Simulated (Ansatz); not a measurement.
# CdS (Hawleyite): levels at named points

The task here is to estimate one member of a computed series from the others.

Computed with Ansatz 0.2.0 (DFT PBEsol, scalar-relativistic, plane waves, PAW, unless a step's input says otherwise).

That is the level of the relaxation; later steps name their own.

## The starting structure

The structure is cubic, space group F-43m (No. 216). The conventional cell has a = 5.825 Å, b = 5.825 Å, c = 5.825 Å, α = 90.00°, β = 90.00°, γ = 90.00°. Cd (site symmetry -43m) has 4 S at 2.52 Å as nearest neighbours. S (site symmetry -43m) has 4 Cd at 2.52 Å as nearest neighbours.

Coordinates:

```
CELL_PARAMETERS angstrom
0.00000 2.91228 2.91228
2.91228 0.00000 2.91228
2.91228 2.91228 0.00000
ATOMIC_POSITIONS crystal
Cd 0.00000 0.00000 0.00000
S 0.25000 0.25000 0.25000
```

It is the result of an earlier relaxation at this level (volume 24.70 Å³/atom; gap on the mesh: 1.01 eV).

Set-up of the first run:

Input file input.yaml:

```yaml
crystal:
  lattice:
    - [0.0, 2.9122812283, 2.9122812283]
    - [2.9122812283, 0.0, 2.9122812283]
    - [2.9122812283, 2.9122812283, 0.0]
  atoms:
    - { symbol: Cd, position: [0.0, 0.0, 0.0] }
    - { symbol: S, position: [0.25, 0.25, 0.25] }
basis:
  ecutwfc: 420
kpoints:
  mp_grid: { grid: [8, 8, 8] }
  band_path: { path: [VBM, CBM], npoints: 2 }
hamiltonian:
  xc: pbesol
scf:
  occupations: { method: gaussian, width: 0.02 }
output:
  forces: true
  stress: true
  eigenvalues: true
```

Started as:

```
$ ansatz run input.yaml --threads 2 --pin off --max-ram 5120MiB --backend cpu --events-out ev --progress --plain --runs-dir out
```

Steps of the session up to this table: Band edges over the whole zone; Levels with PBEsol, 250 eV and coarse mesh; The run at LDA; The run at PBE0; The run at Hartree-Fock.

One of the session's tables, all rows but one given; the rest of the session is left out.

```
                         level  gap (eV)  least direct gap (eV)
PBEsol, 250 eV and coarse mesh      1.03                   1.03
                           LDA      0.87                   0.87
                          PBE0      2.82                   2.82
                  Hartree-Fock         ?                      ?
```

**Question.** Estimate the row for Hartree-Fock.

The run gave: gap (eV): 8.51; least direct gap (eV): 8.51. In the column «gap (eV)» it is the highest.

Gaps are by band count over the mesh and the named points; a gap of 0 means that the bands overlap or touch.

To keep in mind: The cheap run is there to show what low settings cost; its numbers aren't properties. Warnings in the runs' records: cutoff below recommended.
